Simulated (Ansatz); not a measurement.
# Calculation log, ZnSe (F-43m) (phonons)

Computed with PBEsol, PAW on Ansatz 0.2.0's default frozen-core files (fitted under PBE), scalar-relativistic; not a measurement.

The cell comes from a PAW relaxation under the same functional.

Launched as:

```sh
ansatz run input.yaml --threads 2 --pin off --max-ram 5120MiB --backend cpu --events-out ev --progress --plain --runs-dir out
```

Input file:

```yaml
crystal:
  lattice:
    - [0.0, 2.81659249804, 2.81659249804]
    - [2.81659249804, 0.0, 2.81659249804]
    - [2.81659249804, 2.81659249804, 0.0]
  atoms:
    - { symbol: Zn, position: [0.0, 0.0, 0.0] }
    - { symbol: Se, position: [0.75, 0.75, 0.75] }
kpoints:
  mp_grid: { grid: [8, 8, 8] }
scf:
  occupations: { method: fixed }
hamiltonian:
  xc: pbesol
  pseudopotentials: { kind: paw }
phonons:
  qmesh: [2, 2, 2]
  qpath:
    path:
      - [0.0, 0.0, 0.0]
      - [-0.5, -0.5, 0.0]
      - [-0.375, -0.375, 0.25]
      - [-0.375, 0.0, 0.375]
      - [0.0, 0.0, 0.0]
      - [0.0, 0.0, 0.5]
      - [-0.5, -0.25, 0.25]
      - [-0.5, -0.5, 0.0]
    npoints: 6
  temperatures: { t_min: 0, t_max: 1000, t_step: 100 }
```

Output (shortened where marked):

```
Warning: phonons: the dynamical matrix that this run interpolates holds no multipole term above the dipole-dipole one, and a site of this crystal is no centre of inversion, so its interpolated transverse optical and acoustic branches and sound speeds can stay off near Gamma, and the density of states and the thermodynamics with them. What a run solves at a wave vector of phonons.qpoints, Gamma apart, where the deck ...
Warning: RAYON_NUM_THREADS=2 ignored (pool sized by the plan → 2); use --threads N
Engine: ansatz 0.2.0, aarch64-unknown-linux-gnu
Pseudopotentials: kind: paw
Pseudopotential: Zn, paw, valence charge 12, recommended cutoff 420 eV (normal), Zn.paw.azcp
Pseudopotential: Se, paw, valence charge 16, recommended cutoff 420 eV (normal), Se.paw.azcp
Functional definition: PBEsol
  exchange = pbesol_x
  correlation = pbesol_c
Crystal: 4 atoms, lattice volume = 89.378 Å³
Basis set: ecut = 420 eV, 1739 PW (Γ), FFT grids on a1, a2, −a1+a2+a3, exchange–correlation on 54×54×80 points (8 copies of the dense FFT grid, shifted against one another)
Bands: 34, of which v1, the nominal top of the filled ones, is band 28 counted from 1 (27 counted from 0)
Symmetry: 16 space group operations
k-points: 39 of 256 (time reversal used)
Non-local potential: Zn, projectors of the file, l = 0: 2, l = 1: 2, l = 2: 3, l = 3: 1
Non-local potential: Se, projectors of the file, l = 0: 2, l = 1: 2, l = 2: 3, l = 3: 1
PAW form: soft (Blöchl's): semilocal exchange-correlation on the pseudo side does not see the compensation charge
PAW frozen core: Zn, regenerated for the run's functional, and the local potential with it (the file was generated under x = pbe(κ = 0.804, μ = 0.2195149727645171), c = pbe(β = 0.06672455060314922))
PAW frozen core: Se, regenerated for the run's functional, and the local potential with it (the file was generated under x = pbe(κ = 0.804, μ = 0.2195149727645171), c = pbe(β = 0.06672455060314922))
[... 153 lines left out ...]
  ε⁰ (static dielectric tensor): not given — the deck does not say what the cell's rigid motions are, and on a molecule in a box or a wire the rigid rotations would enter the sum over the modes at Γ. For a crystal or a slab, ...
  Born effective charges Z* (e; rows j = field, columns β = displacement):
    site 0:
         2.01846   -0.00000   -0.00000
         0.00000    2.01846    0.00000
         0.00000    0.00000    2.01846
    site 1:
        -2.01846    0.00000    0.00000
        -0.00000   -2.01846   -0.00000
        -0.00000   -0.00000   -2.01846
  Z* charge neutrality: 1.284e-4 e pre-enforcement
  solved inside a basis spanned on the 8×8×8 k-mesh, on 10×10×10 k-points transformed towards the longest dipole: ε∞ is read to err by 2.0e-2, Z* by 1.7e-2 e; Z* is corrected for what the basis lacks
  optical modes at Γ without the LO–TO term, one row a degenerate level:
      ω (cm⁻¹)  modes    IR ((D/Å)²/amu)
        208.88      3             7.8837
  optical modes at Γ + LO–TO along q̂ = [1.0000, 0.0000, 0.0000]:
      ω (cm⁻¹)  modes    IR ((D/Å)²/amu)
        208.88      2             5.2558
        245.97      1             2.6279
  optical modes at Γ + LO–TO along q̂ = [0.0000, 1.0000, 0.0000]:
      ω (cm⁻¹)  modes    IR ((D/Å)²/amu)
        208.88      2             5.2558
        245.97      1             2.6279
  optical modes at Γ + LO–TO along q̂ = [0.0000, 0.0000, 1.0000]:
      ω (cm⁻¹)  modes    IR ((D/Å)²/amu)
        208.88      2             5.2558
        245.97      1             2.6279
--- Phonons (by wavevector): 3 wavevectors in 2 supercells ---
  supercell 1 (2 cells, vectors [1, 0, 0], [0, 1, -1], [0, 0, 2] in multiples of the cell's): 3 displaced members by 0.0025 Å; free energy -17412.908978 eV; taken off its force constants: by the sum rule 1.9e-4, by the ...
  symmetry images taken by strict's conditions (phonons.symmetry_images: auto; settled by no image being taken that strict refuses)
  supercell 2 (2 cells, vectors [1, 0, 0], [0, 1, 0], [0, 0, 2] in multiples of the cell's): 4 displaced members by 0.0025 Å; free energy -17412.908978 eV; taken off its force constants: by the sum rule 2.5e-4, by the ...
  symmetry images taken by strict's conditions (phonons.symmetry_images: auto; settled by no image being taken that strict refuses)
  q = [0.0000, 0.0000, 0.0000] (star 1, supercell 1; hermiticity 0.00e0, symmetrization 2.64e-6): -0.00 0.00 0.00 208.88 208.88 208.88
  q = [0.0000, 0.0000, -0.5000] (star 4, supercell 2; hermiticity 1.50e-16, symmetrization 5.01e-16): 52.66 52.66 169.91 210.79 210.79 212.89
  q = [0.0000, -0.5000, -0.5000] (star 3, supercell 1; hermiticity 8.50e-17, symmetrization 4.30e-16): 67.53 67.53 192.78 199.41 213.80 213.80
  joined force constants: q→R imaginary residual 4.28e-17
  density of states and harmonic sums: on the 20×20×20 q-mesh, interpolated from the force constants of a 2×2×2 supercell (with the dipole–dipole term)
  largest difference from the sums on the solved wave vectors: F 6.72e-2 eV, S 9.95e-5 and C_V 3.23e-5 eV/K
```

The run converged.

Phonons on the q mesh:

Harmonic phonons of a crystal by Kohn-Sham DFT at the given cell, standard atomic masses, acoustic sum rule imposed; negative wavenumbers are unstable modes; one row a degenerate set, branches counted upwards.

| Quantity | Value |
| --- | --- |
| Unstable phonons | no |

```tsv
point	q a (r.l.u.)	q b (r.l.u.)	q c (r.l.u.)	branch	phonon wavenumber (cm⁻¹)	degeneracy
Gamma	0	0	0	4	208.9	3
L	0.5	0	0	1	52.7	2
L	0.5	0	0	3	169.9	1
L	0.5	0	0	4	210.8	2
L	0.5	0	0	6	212.9	1
X	0.5	0.5	0	1	67.5	2
X	0.5	0.5	0	3	192.8	1
X	0.5	0.5	0	4	199.4	1
X	0.5	0.5	0	5	213.8	2
```

**Zone-centre phonons**

Optical zone-centre levels upwards with Mulliken labels, activity, and the element with most of the kinetic energy.

| Quantity | Value |
| --- | --- |
| Point group | -43m |

```tsv
number	phonon wavenumber (cm⁻¹)	label	infrared	raman	lead element
1	208.9	T2	yes	yes	Zn
```

**Field response**

Linear response of an insulating crystal by Kohn-Sham DFT to a field and to zone-centre displacements, local fields included; Born charges neutralised; LO modes for wave vectors along x and z; Cartesian axes as in the input.

| Property | Result |
| --- | --- |
| Dielectric electronic (x, y, z) | 7.436, 7.436, 7.436 |
| Highest phonon with field along x | 246 cm⁻¹ |
| Highest phonon with field along z | 246 cm⁻¹ |
| Highest phonon without field | 208.9 cm⁻¹ |

```csv
atom,born charge xx (e),born charge yy (e),born charge zz (e)
Zn1,2.018,2.018,2.018
Se2,-2.018,-2.018,-2.018
```

Keep in mind: frozen-core PAW files fitted under PBE, their cores solved anew for the functional of the run; no LO-TO term at the zone centre.

It took 97 s on 2 threads of Arm Neoverse V2 (shared host), peak memory 0.74 GiB.
